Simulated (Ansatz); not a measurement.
# BeSe (F-43m): zero-pressure volume and bulk modulus with r²SCAN

An exercise on one series of results from a longer session: the logs are not shown, and one member is left open.

Program: Ansatz 0.2.0. Level of theory: DFT r²SCAN, scalar-relativistic, plane waves, PAW. These are calculated values, not measurements.

### Starting point

Symmetry: F-43m, No. 216, cubic system. Conventional cell: a = 5.070 Å, b = 5.070 Å, c = 5.070 Å, α = 90.00°, β = 90.00°, γ = 90.00°. Around Be (site symmetry -43m) lie 4 Se at 2.20 Å. Se (site symmetry -43m) is surrounded by 4 Be at 2.20 Å.

As a file:

```cif
data_structure
_symmetry_space_group_name_H-M 'P 1'
_symmetry_Int_Tables_number 1
_cell_length_a 3.5850
_cell_length_b 3.5850
_cell_length_c 3.5850
_cell_angle_alpha 60.000
_cell_angle_beta 60.000
_cell_angle_gamma 60.000
_cell_volume 32.58
loop_
_atom_site_label
_atom_site_type_symbol
_atom_site_fract_x
_atom_site_fract_y
_atom_site_fract_z
_atom_site_occupancy
Be1 Be 0.00000 0.00000 0.00000 1
Se1 Se 0.75000 0.75000 0.75000 1
```

An earlier run on this cell at PBE gave 5.36 GPa at 16.291 Å³/atom (8×8×8 mesh), gap on the mesh 2.54 eV. The cell is compressed at this level.

The first run:

The input, input.yaml:

```yaml
crystal:
  lattice:
    - [0.0, 2.535001018, 2.535001018]
    - [2.535001018, 0.0, 2.535001018]
    - [2.535001018, 2.535001018, 0.0]
  atoms:
    - { symbol: Be, position: [0.0, 0.0, 0.0] }
    - { symbol: Se, position: [0.75, 0.75, 0.75] }
basis:
  ecutwfc: 500
  ecutrho_ratio: 4
kpoints:
  mp_grid: { grid: [8, 8, 8] }
hamiltonian:
  xc: r2scan
scf:
  occupations: { method: gaussian, width: 0.05 }
output:
  forces: true
  stress: true
  eigenvalues: true
```

On the command line:

```console
$ ansatz run input.yaml --threads 4 --pin off --max-ram 8192MiB --backend cpu --events-out ev --progress --plain --runs-dir out
```

Among the steps run: At the given cell; Stepping to 16.809 Å³/atom; Stepping to 17.203 Å³/atom; Volume × 0.98 of the new zero; Volume × 1.02 of the new zero; Volume × 0.96 of the new zero; Volume × 1.04 of the new zero.

One of the session's tables, all rows but one given; the rest of the session is left out.

It belongs to the step «Energy and pressure against volume». 

| volume (Å³/atom) | energy (meV/atom) | pressure (GPa) |
| --- | --- | --- |
| 16.515 | 7.13 | 3.47 |
| 16.859 | ? | ? |
| 17.203 | 0.00 | -0.04 |
| 17.547 | 1.74 | -1.56 |
| 17.891 | 6.58 | -2.93 |

**Question.** Estimate the row for volume (Å³/atom) = 16.859.

Worked estimate for «energy (meV/atom)». A straight line through the neighbours (16.515, 7.13) and (17.203, 0.00) gives 7.13 + (0.00 − 7.13) × (16.859 − 16.515) / (17.203 − 16.515) = 3.56; a parabola fitted to 3 rows on both sides gives 1.80.

**Answer.** energy (meV/atom): 1.68; pressure (GPa): 1.63. In «energy (meV/atom)» the line misses by +1.88 and the parabola by +0.12.
